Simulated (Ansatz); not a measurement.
**SnSe: input, output and frames of a trajectory**

Level of theory: Ansatz, DFT PBEsol, scalar-relativistic, plane waves, PAW. Settings: plane waves to 420 eV, k-mesh 2×2×2 (shifted by 0.5, 0.5, 0.5 steps), Fermi–Dirac smearing 0.02 eV. The mesh is coarse. No spin polarisation.

16 atoms, starting at 1.00 times the perfect crystal's volume (space group Cmcm, the cell as given, not relaxed at this level); Langevin thermostat and barostat at 200 K (friction 0.05 fs⁻¹), target pressure 2 GPa; 16 steps of 3 fs. The run is short and not equilibrated. The steps keep the starting cell's plane waves.

The calculation finished and met its thresholds.

The run took 110 s on 4 threads of Arm Neoverse V2 (shared host), peak memory 1.6 GiB.

Command:
```bash
ansatz run input.yaml --threads 4 --pin off --max-ram 5120MiB --backend cpu --events-out ev --progress --plain --runs-dir out
```

Input:
```yaml
crystal:
  lattice:
    - [2.155, 5.8525, -4.318]
    - [2.155, 5.8525, 4.318]
    - [8.62, 0.0, 0.0]
  atoms:
    - { symbol: Sn, position: [0.495, 0.745, 0.44] }
    - { symbol: Sn, position: [0.995, 0.245, 0.44] }
    - { symbol: Sn, position: [0.495, 0.745, 0.94] }
    - { symbol: Sn, position: [0.995, 0.245, 0.94] }
    - { symbol: Sn, position: [0.005, 0.755, 0.06] }
    - { symbol: Sn, position: [0.505, 0.255, 0.06] }
    - { symbol: Sn, position: [0.005, 0.755, 0.56] }
    - { symbol: Sn, position: [0.505, 0.255, 0.56] }
    - { symbol: Se, position: [0.731, 0.981, 0.322] }
    - { symbol: Se, position: [0.231, 0.481, 0.322] }
    - { symbol: Se, position: [0.731, 0.981, 0.822] }
    - { symbol: Se, position: [0.231, 0.481, 0.822] }
    - { symbol: Se, position: [0.769, 0.519, 0.178] }
    - { symbol: Se, position: [0.269, 0.019, 0.178] }
    - { symbol: Se, position: [0.769, 0.519, 0.678] }
    - { symbol: Se, position: [0.269, 0.019, 0.678] }
basis:
  ecutwfc: 420
kpoints:
  mp_grid: { grid: [2, 2, 2], shift: [0.5, 0.5, 0.5] }
hamiltonian:
  xc: pbesol
scf:
  occupations: { method: fermi_dirac, width: 0.02 }
  lower_state_search: "off"
  convergence: { dr2_threshold: 1.0e-07 }
output:
  forces: true
  stress: true
md:
  timestep: 3.0
  n_steps: 16
  ensemble: npt_langevin
  temperature: 200.0
  initial_velocities: maxwell_boltzmann
  seed: 45839
  friction: 0.05
  pressure: 2.0
```

Output (its end):
```
...
--- Per-component energies (eV) ---
  E_band       = -3619.690815
  E_kinetic    = 2440.485211
  E_local      = -25671.872025  (includes V_loc(G=0)·N_el)
  E_nonlocal   = -4988.769505
  E_hartree    = 13613.883545
  E_xc         = -3869.750645
  E_vxc        = -1569.416921  (∫ρ·V_xc dr)
  E_paw        = -47440.784897  (= ΣΔE_a)
  E_vpaw       = -1057.879872  (= ΣTr[D̂ρ^β])
  E_aug_tail   = -0.004775  (compensation charges beyond the density's cutoff)
  E_ewald      = -25092.148400
  E_core_change = 10.346322  (= ΣΔE_core)
  E_smearing   = -0.000000  (= −TS)
  E_closure    = -0.000000  (closes the sum)
  Σ components = -90998.615171   (vs F -90998.615171, Δ=0.00e0)
--- Forces (eV/Å), atoms counted from 1 ---
  atom   1  Sn    -0.11265714    -0.32272673    -0.06670187
  atom   2  Sn    -0.24642395    -0.19622326    -0.12853550
  atom   3  Sn     0.16365551    -0.20579887    -0.00042611
  atom   4  Sn     0.14021953     0.04062199     0.00796381
  atom   5  Sn     0.06210016    -0.18000063     0.09209564
  atom   6  Sn     0.07344260     0.34821853    -0.01583472
  atom   7  Sn    -0.08673090     0.24422708     0.10551507
  atom   8  Sn    -0.07684806     0.01963387    -0.07944724
  atom   9  Se     0.06756861     0.46577785    -0.17831731
  atom  10  Se     0.14435752     0.35688102    -0.08736680
  atom  11  Se    -0.04676433     0.39071020    -0.15285519
  atom  12  Se    -0.25869126    -0.01435781     0.14781524
  atom  13  Se    -0.25804493    -0.02589481     0.05845838
  atom  14  Se    -0.11428649    -0.49567017     0.01585857
  atom  15  Se     0.30731037    -0.28566756     0.07704595
  atom  16  Se     0.24179271    -0.13973067     0.20473207
  max |Σ_I F_I| component: 3.66e-8 eV/Å
--- Stress (GPa, compression-positive) ---
        0.143106       0.045400      -0.006597
        0.045400       2.258261      -0.127982
       -0.006597      -0.127982      -0.209941
  P = ⅓ Tr σ = 0.7305 GPa (7.305 kbar)
--- MD trajectory: 16 steps, t = 0.0 → 48.0 fs ---
  final state: T = 248.5 K   F+E_penalty+E_count = -90998.61510587 eV   E_kin = 0.513920 eV
  conserved energy: peak-to-peak 1.175e-3 eV (7.343e-5 eV/atom) over 48.0 fs
  cell: V = 405.0282 Å³ at the end; means of 17 rows, the approach among them: V = 422.5258 Å³, P_inst = -1.6157 GPa
  mean static stress (GPa): xx -2.1417  yy -0.6445  zz -2.3243  yz -0.0485  xz 0.0108  xy 0.0787
  the result is of one more SCF, on plane waves selected at the last cell: its energy does not rank with the rows'
```

Frames along the run (Å, eV/Å; dE is the potential energy from the first frame):

```xyz
16
Lattice="2.155 5.853 -4.318 2.155 5.853 4.318 8.620 0.000 0.000" Properties=species:S:1:pos:R:3:forces:R:3 pbc="T T T" time_fs=0.00 dE_eV=0.0000 T_K=188
Sn    6.465    7.257    1.079    0.004    0.301    0.000
Sn    6.465    7.257   -3.239    0.004    0.301    0.000
Sn   10.775    7.257    1.079    0.004    0.301    0.000
Sn   10.775    7.257   -3.239    0.004    0.301    0.000
Sn    2.155    4.448    3.239   -0.004   -0.301    0.000
Sn    2.155    4.448   -1.079   -0.004   -0.301    0.000
Sn    6.465    4.448    3.239   -0.004   -0.301    0.000
Sn    6.465    4.448   -1.079   -0.004   -0.301    0.000
Se    6.465   10.019    1.079   -0.046   -0.087    0.000
Se    4.310    4.167    1.079   -0.046   -0.087    0.000
Se   10.775   10.019    1.079   -0.046   -0.087    0.000
Se    8.620    4.167    1.079   -0.046   -0.087    0.000
Se    4.310    7.538   -1.079    0.046    0.087    0.000
Se    2.155    1.686   -1.079    0.046    0.087    0.000
Se    8.620    7.538   -1.079    0.046    0.087    0.000
Se    6.465    1.686   -1.079    0.046    0.087    0.000
16
Lattice="2.154 5.851 -4.317 2.154 5.851 4.317 8.618 0.000 0.000" Properties=species:S:1:pos:R:3:forces:R:3 pbc="T T T" time_fs=3.00 dE_eV=-0.0057 T_K=131
Sn    6.462    7.257    1.085    0.000    0.295   -0.011
Sn    6.466    7.254   -3.239   -0.003    0.270    0.007
Sn   10.771    7.252    1.078    0.008    0.321   -0.009
Sn   10.772    7.251   -3.239    0.007    0.326    0.013
Sn    2.154    4.449    3.239    0.000   -0.340   -0.002
Sn    2.153    4.447   -1.076    0.003   -0.286   -0.004
Sn    6.466    4.445    3.233   -0.011   -0.276    0.009
Sn    6.461    4.445   -1.081   -0.007   -0.269   -0.001
Se    6.463   10.021    1.080   -0.049   -0.089   -0.007
Se    4.308    4.159    1.082   -0.049   -0.049   -0.008
Se   10.768   10.019    1.077   -0.032   -0.106    0.003
Se    8.618    4.169    1.075   -0.041   -0.112    0.014
Se    4.317    7.529   -1.077    0.010    0.126   -0.005
Se    2.161    1.690   -1.077    0.020    0.067   -0.010
Se    8.613    7.541   -1.082    0.074    0.060    0.004
Se    6.458    1.688   -1.082    0.069    0.063    0.007
16
Lattice="2.153 5.846 -4.313 2.153 5.846 4.313 8.611 0.000 0.000" Properties=species:S:1:pos:R:3:forces:R:3 pbc="T T T" time_fs=6.00 dE_eV=-0.0224 T_K=110
Sn    6.454    7.253    1.089   -0.003    0.281   -0.022
Sn    6.465    7.246   -3.239   -0.013    0.249    0.014
Sn   10.760    7.245    1.077    0.013    0.331   -0.017
Sn   10.764    7.241   -3.236    0.011    0.340    0.023
Sn    2.153    4.448    3.236    0.008   -0.369   -0.001
Sn    2.148    4.443   -1.072    0.011   -0.270   -0.010
Sn    6.463    4.441    3.226   -0.020   -0.255    0.017
Sn    6.455    4.441   -1.080   -0.013   -0.230   -0.005
Se    6.458   10.013    1.081   -0.051   -0.077   -0.014
Se    4.303    4.151    1.084   -0.044   -0.024   -0.009
Se   10.758   10.014    1.078   -0.022   -0.117   -0.003
Se    8.612    4.169    1.072   -0.040   -0.132    0.024
Se    4.322    7.515   -1.075   -0.021    0.158   -0.005
Se    2.165    1.691   -1.073    0.002    0.050   -0.016
Se    8.604    7.538   -1.080    0.096    0.036    0.005
Se    6.450    1.692   -1.085    0.089    0.029    0.019
16
Lattice="2.147 5.831 -4.302 2.147 5.831 4.302 8.588 0.000 0.000" Properties=species:S:1:pos:R:3:forces:R:3 pbc="T T T" time_fs=12.00 dE_eV=-0.0724 T_K=156
Sn    6.435    7.237    1.102   -0.010    0.231   -0.039
Sn    6.457    7.223   -3.231   -0.031    0.198    0.021
Sn   10.730    7.226    1.073    0.024    0.313   -0.024
Sn   10.737    7.214   -3.220    0.020    0.353    0.039
Sn    2.151    4.442    3.224    0.021   -0.393    0.013
Sn    2.137    4.429   -1.066    0.025   -0.209   -0.022
Sn    6.450    4.430    3.209   -0.038   -0.212    0.036
Sn    6.437    4.432   -1.072   -0.022   -0.147   -0.021
Se    6.440    9.986    1.078   -0.045   -0.026   -0.018
Se    4.287    4.132    1.083   -0.028    0.029   -0.002
Se   10.729    9.991    1.083   -0.016   -0.103   -0.029
Se    8.597    4.163    1.069   -0.056   -0.159    0.031
Se    4.328    7.488   -1.067   -0.089    0.188   -0.027
Se    2.164    1.692   -1.067   -0.019   -0.008   -0.018
Se    8.577    7.524   -1.077    0.135   -0.003   -0.001
Se    6.426    1.701   -1.091    0.128   -0.051    0.059
16
Lattice="2.144 5.822 -4.296 2.144 5.822 4.296 8.575 0.000 0.000" Properties=species:S:1:pos:R:3:forces:R:3 pbc="T T T" time_fs=15.00 dE_eV=-0.0978 T_K=140
Sn    6.424    7.227    1.108   -0.016    0.204   -0.047
Sn    6.452    7.210   -3.227   -0.042    0.159    0.020
Sn   10.710    7.216    1.067    0.032    0.292   -0.027
Sn   10.721    7.200   -3.211    0.026    0.354    0.048
Sn    2.147    4.440    3.218    0.030   -0.402    0.020
Sn    2.133    4.420   -1.064    0.032   -0.168   -0.026
Sn    6.442    4.423    3.201   -0.048   -0.179    0.046
Sn    6.429    4.429   -1.066   -0.030   -0.113   -0.029
Se    6.431    9.969    1.076   -0.044    0.003   -0.018
Se    4.279    4.119    1.084   -0.022    0.072   -0.004
Se   10.711    9.975    1.085   -0.010   -0.084   -0.039
Se    8.588    4.161    1.068   -0.064   -0.174    0.031
Se    4.328    7.475   -1.062   -0.121    0.197   -0.042
Se    2.164    1.693   -1.067   -0.027   -0.047   -0.012
Se    8.563    7.515   -1.075    0.156   -0.031   -0.006
Se    6.412    1.705   -1.095    0.146   -0.084    0.085
16
Lattice="2.141 5.814 -4.289 2.141 5.814 4.289 8.563 0.000 0.000" Properties=species:S:1:pos:R:3:forces:R:3 pbc="T T T" time_fs=18.00 dE_eV=-0.1191 T_K=131
Sn    6.413    7.219    1.114   -0.027    0.162   -0.050
Sn    6.448    7.198   -3.222   -0.059    0.125    0.013
Sn   10.691    7.204    1.061    0.047    0.276   -0.023
Sn   10.704    7.190   -3.203    0.037    0.349    0.050
Sn    2.141    4.437    3.214    0.042   -0.405    0.027
Sn    2.130    4.413   -1.062    0.040   -0.147   -0.030
Sn    6.433    4.414    3.193   -0.057   -0.130    0.053
Sn    6.422    4.427   -1.061   -0.041   -0.087   -0.034
Se    6.422    9.951    1.074   -0.041    0.048   -0.017
Se    4.271    4.107    1.087   -0.014    0.110   -0.014
Se   10.696    9.959    1.084   -0.007   -0.069   -0.041
Se    8.579    4.160    1.066   -0.075   -0.185    0.030
Se    4.326    7.463   -1.056   -0.146    0.200   -0.057
Se    2.164    1.692   -1.065   -0.036   -0.070   -0.010
Se    8.549    7.507   -1.075    0.175   -0.067   -0.007
Se    6.400    1.707   -1.099    0.163   -0.108    0.110
16
Lattice="2.138 5.805 -4.283 2.138 5.805 4.283 8.551 0.000 0.000" Properties=species:S:1:pos:R:3:forces:R:3 pbc="T T T" time_fs=21.00 dE_eV=-0.1385 T_K=202
Sn    6.404    7.213    1.118   -0.041    0.114   -0.051
Sn    6.444    7.186   -3.215   -0.078    0.085    0.001
Sn   10.672    7.191    1.055    0.063    0.262   -0.016
Sn   10.686    7.183   -3.195    0.050    0.331    0.048
Sn    2.133    4.434    3.211    0.057   -0.394    0.039
Sn    2.128    4.406   -1.061    0.050   -0.128   -0.040
Sn    6.424    4.405    3.183   -0.068   -0.085    0.063
Sn    6.415    4.425   -1.053   -0.056   -0.066   -0.044
Se    6.412    9.932    1.075   -0.040    0.100   -0.021
Se    4.261    4.095    1.090    0.004    0.151   -0.023
Se   10.683    9.943    1.085   -0.015   -0.055   -0.046
Se    8.569    4.160    1.064   -0.085   -0.191    0.034
Se    4.323    7.453   -1.050   -0.170    0.190   -0.069
Se    2.162    1.691   -1.059   -0.041   -0.092   -0.015
Se    8.535    7.497   -1.076    0.189   -0.096    0.006
Se    6.387    1.708   -1.102    0.181   -0.126    0.136
16
Lattice="2.131 5.787 -4.269 2.131 5.787 4.269 8.523 0.000 0.000" Properties=species:S:1:pos:R:3:forces:R:3 pbc="T T T" time_fs=27.00 dE_eV=-0.1715 T_K=171
Sn    6.386    7.201    1.125   -0.077    0.008   -0.054
Sn    6.430    7.157   -3.196   -0.119    0.017   -0.029
Sn   10.630    7.167    1.046    0.100    0.206   -0.002
Sn   10.647    7.168   -3.174    0.082    0.272    0.036
Sn    2.116    4.424    3.203    0.087   -0.352    0.062
Sn    2.122    4.386   -1.057    0.079   -0.052   -0.063
Sn    6.409    4.390    3.159   -0.094   -0.012    0.086
Sn    6.396    4.417   -1.041   -0.086   -0.024   -0.059
Se    6.390    9.895    1.084   -0.029    0.208   -0.053
Se    4.235    4.071    1.093    0.063    0.224   -0.023
Se   10.658    9.907    1.094   -0.056   -0.007   -0.078
Se    8.545    4.158    1.060   -0.113   -0.188    0.054
Se    4.313    7.435   -1.040   -0.206    0.153   -0.081
Se    2.158    1.688   -1.051   -0.055   -0.165   -0.016
Se    8.507    7.474   -1.079    0.210   -0.133    0.039
Se    6.360    1.707   -1.104    0.214   -0.156    0.179
16
Lattice="2.128 5.778 -4.263 2.128 5.778 4.263 8.510 0.000 0.000" Properties=species:S:1:pos:R:3:forces:R:3 pbc="T T T" time_fs=30.00 dE_eV=-0.1820 T_K=126
Sn    6.376    7.197    1.126   -0.088   -0.037   -0.051
Sn    6.424    7.143   -3.186   -0.135    0.004   -0.048
Sn   10.611    7.155    1.042    0.115    0.183    0.007
Sn   10.628    7.161   -3.165    0.093    0.243    0.026
Sn    2.109    4.421    3.199    0.097   -0.335    0.066
Sn    2.120    4.376   -1.057    0.090   -0.009   -0.066
Sn    6.402    4.384    3.150   -0.102    0.017    0.089
Sn    6.387    4.414   -1.036   -0.095   -0.023   -0.062
Se    6.379    9.881    1.090   -0.022    0.245   -0.073
Se    4.223    4.063    1.093    0.084    0.239   -0.013
Se   10.641    9.891    1.100   -0.063    0.010   -0.099
Se    8.537    4.154    1.057   -0.136   -0.178    0.074
Se    4.309    7.426   -1.035   -0.222    0.141   -0.082
Se    2.155    1.686   -1.046   -0.062   -0.206   -0.017
Se    8.492    7.463   -1.077    0.219   -0.144    0.049
Se    6.347    1.702   -1.102    0.228   -0.151    0.199
16
Lattice="2.124 5.770 -4.257 2.124 5.770 4.257 8.498 0.000 0.000" Properties=species:S:1:pos:R:3:forces:R:3 pbc="T T T" time_fs=33.00 dE_eV=-0.1910 T_K=132
Sn    6.364    7.190    1.125   -0.097   -0.069   -0.048
Sn    6.418    7.130   -3.176   -0.152    0.002   -0.064
Sn   10.593    7.143    1.038    0.127    0.157    0.015
Sn   10.609    7.154   -3.159    0.102    0.216    0.017
Sn    2.105    4.418    3.195    0.098   -0.322    0.067
Sn    2.119    4.367   -1.059    0.092    0.042   -0.065
Sn    6.395    4.378    3.143   -0.103    0.042    0.089
Sn    6.376    4.411   -1.030   -0.098   -0.027   -0.064
Se    6.369    9.869    1.096   -0.013    0.266   -0.089
Se    4.214    4.058    1.092    0.095    0.238   -0.002
Se   10.622    9.873    1.105   -0.060    0.037   -0.122
Se    8.529    4.149    1.054   -0.156   -0.162    0.095
Se    4.306    7.419   -1.032   -0.234    0.128   -0.074
Se    2.152    1.687   -1.043   -0.067   -0.255   -0.015
Se    8.475    7.451   -1.074    0.232   -0.150    0.055
Se    6.338    1.697   -1.098    0.231   -0.142    0.207
16
Lattice="2.121 5.761 -4.250 2.121 5.761 4.250 8.485 0.000 0.000" Properties=species:S:1:pos:R:3:forces:R:3 pbc="T T T" time_fs=36.00 dE_eV=-0.1988 T_K=163
Sn    6.351    7.183    1.125   -0.101   -0.110   -0.046
Sn    6.411    7.117   -3.165   -0.167   -0.005   -0.079
Sn   10.573    7.131    1.036    0.135    0.109    0.023
Sn   10.588    7.144   -3.153    0.107    0.192    0.008
Sn    2.101    4.415    3.192    0.093   -0.295    0.067
Sn    2.118    4.357   -1.063    0.089    0.088   -0.057
Sn    6.386    4.371    3.137   -0.100    0.075    0.088
Sn    6.363    4.408   -1.024   -0.096   -0.027   -0.063
Se    6.360    9.855    1.099   -0.006    0.294   -0.100
Se    4.206    4.054    1.090    0.104    0.239    0.000
Se   10.602    9.849    1.108   -0.050    0.090   -0.138
Se    8.520    4.142    1.052   -0.173   -0.143    0.108
Se    4.303    7.415   -1.032   -0.241    0.095   -0.064
Se    2.149    1.684   -1.042   -0.071   -0.293   -0.005
Se    8.458    7.440   -1.068    0.245   -0.169    0.047
Se    6.330    1.693   -1.094    0.233   -0.141    0.213
16
Lattice="2.113 5.738 -4.233 2.113 5.738 4.233 8.451 0.000 0.000" Properties=species:S:1:pos:R:3:forces:R:3 pbc="T T T" time_fs=42.00 dE_eV=-0.2010 T_K=200
Sn    6.310    7.159    1.122   -0.098   -0.218   -0.056
Sn    6.391    7.092   -3.140   -0.194   -0.080   -0.104
Sn   10.527    7.107    1.034    0.139   -0.028    0.018
Sn   10.530    7.117   -3.145    0.110    0.119    0.006
Sn    2.089    4.403    3.175    0.079   -0.226    0.079
Sn    2.112    4.334   -1.067    0.080    0.208   -0.051
Sn    6.363    4.356    3.119   -0.095    0.151    0.099
Sn    6.326    4.398   -1.011   -0.088   -0.013   -0.073
Se    6.334    9.812    1.104    0.014    0.386   -0.128
Se    4.189    4.042    1.095    0.123    0.283   -0.027
Se   10.556    9.795    1.108   -0.035    0.230   -0.150
Se    8.496    4.121    1.043   -0.214   -0.085    0.135
Se    4.288    7.397   -1.037   -0.248    0.023   -0.020
Se    2.147    1.678   -1.031   -0.094   -0.384   -0.003
Se    8.416    7.414   -1.056    0.283   -0.225    0.051
Se    6.305    1.683   -1.087    0.238   -0.142    0.225
16
Lattice="2.108 5.725 -4.224 2.108 5.725 4.224 8.432 0.000 0.000" Properties=species:S:1:pos:R:3:forces:R:3 pbc="T T T" time_fs=45.00 dE_eV=-0.1904 T_K=236
Sn    6.289    7.146    1.117   -0.104   -0.278   -0.062
Sn    6.381    7.081   -3.128   -0.216   -0.140   -0.115
Sn   10.502    7.096    1.036    0.149   -0.112    0.009
Sn   10.497    7.102   -3.142    0.122    0.083    0.007
Sn    2.085    4.397    3.168    0.070   -0.205    0.083
Sn    2.108    4.321   -1.073    0.077    0.275   -0.034
Sn    6.352    4.348    3.111   -0.091    0.192    0.100
Sn    6.308    4.391   -1.004   -0.082    0.001   -0.074
Se    6.315    9.790    1.105    0.040    0.432   -0.148
Se    4.180    4.034    1.100    0.134    0.325   -0.057
Se   10.533    9.768    1.106   -0.038    0.306   -0.152
Se    8.482    4.109    1.038   -0.238   -0.053    0.144
Se    4.281    7.382   -1.045   -0.257    0.000    0.015
Se    2.144    1.675   -1.028   -0.104   -0.434    0.005
Se    8.394    7.398   -1.051    0.300   -0.251    0.058
Se    6.292    1.677   -1.084    0.239   -0.141    0.220
16
Lattice="2.103 5.712 -4.214 2.103 5.712 4.214 8.413 0.000 0.000" Properties=species:S:1:pos:R:3:forces:R:3 pbc="T T T" time_fs=48.00 dE_eV=-0.1706 T_K=248
Sn    6.268    7.131    1.112   -0.113   -0.323   -0.067
Sn    6.373    7.070   -3.116   -0.246   -0.196   -0.129
Sn   10.476    7.085    1.037    0.164   -0.206    0.000
Sn   10.462    7.086   -3.138    0.140    0.041    0.008
Sn    2.083    4.390    3.159    0.062   -0.180    0.092
Sn    2.104    4.309   -1.078    0.073    0.348   -0.016
Sn    6.340    4.339    3.102   -0.087    0.244    0.106
Sn    6.291    4.383   -0.996   -0.077    0.020   -0.079
Se    6.297    9.768    1.108    0.068    0.466   -0.178
Se    4.171    4.028    1.104    0.144    0.357   -0.087
Se   10.511    9.741    1.103   -0.047    0.391   -0.153
Se    8.467    4.096    1.034   -0.259   -0.014    0.148
Se    4.271    7.368   -1.054   -0.258   -0.026    0.058
Se    2.142    1.673   -1.027   -0.114   -0.496    0.016
Se    8.375    7.383   -1.049    0.307   -0.286    0.077
Se    6.276    1.670   -1.079    0.242   -0.140    0.205
```